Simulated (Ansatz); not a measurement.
# ZnSnN2: the cost of one run

Program: Ansatz 0.2.0. Level of theory: DFT PBE, scalar-relativistic, plane waves, PAW. These are calculated values, not measurements.

2 further runs of the same task are left out: 1 that didn't finish, 1 set aside as unsound or not needed.

## (1) The starting structure

Symmetry: P-6m2, No. 187, hexagonal system. The conventional cell has a = 4.052 Å, b = 4.052 Å, c = 4.794 Å, α = 90.00°, β = 90.00°, γ = 120.00°. Around Zn (site symmetry -6m2) lie 2 N at 1.74 Å. Sn (site symmetry -6m2) is surrounded by 3 Zn at 2.34 Å. N (site symmetry 3m) has 1 N at 1.32 Å and 1 Zn at 1.74 Å as nearest neighbours.

As a file:

```
CELL_PARAMETERS angstrom
4.05232 0.00000 0.00000
-2.02616 3.50942 0.00000
0.00000 0.00000 4.79445
ATOMIC_POSITIONS crystal
Zn 0.00000 0.00000 0.00000
Sn 0.66667 0.33333 0.00000
N 0.00000 0.00000 0.63770
N 0.00000 0.00000 0.36230
```

A structure generator made this guess: random cell by space group and Wyckoff sites (P-6m2, No. 187). Its size is a rough estimate.

## (2) A first look at the guess

input.yaml reads:

```yaml
crystal:
  lattice:
    - [4.05232453, 0.0, 0.0]
    - [-2.02616226, 3.50941598, 0.0]
    - [0.0, 0.0, 4.79445407]
  atoms:
    - { symbol: Zn, position: [0.0, 0.0, 0.0] }
    - { symbol: Sn, position: [0.66666667, 0.33333333, 0.0] }
    - { symbol: "N", position: [0.0, 0.0, 0.63770465] }
    - { symbol: "N", position: [0.0, 0.0, 0.36229535] }
basis:
  ecutwfc: 420
kpoints:
  mp_grid: { grid: [6, 6, 4] }
hamiltonian:
  xc: pbe
scf:
  occupations: { method: gaussian, width: 0.1 }
  lower_state_search: "off"
output:
  forces: true
  stress: true
  eigenvalues: true
```

The run is started by

```bash
> ansatz run input.yaml --threads 1 --pin off --max-ram 2560MiB --backend cpu --events-out ev --progress --plain --runs-dir out
```

**Question.** How long does this run take on 1 thread of Intel Xeon at 2.70GHz, shared host, and how much memory does it need?

About 3.2 s, with a peak of 0.39 GiB.
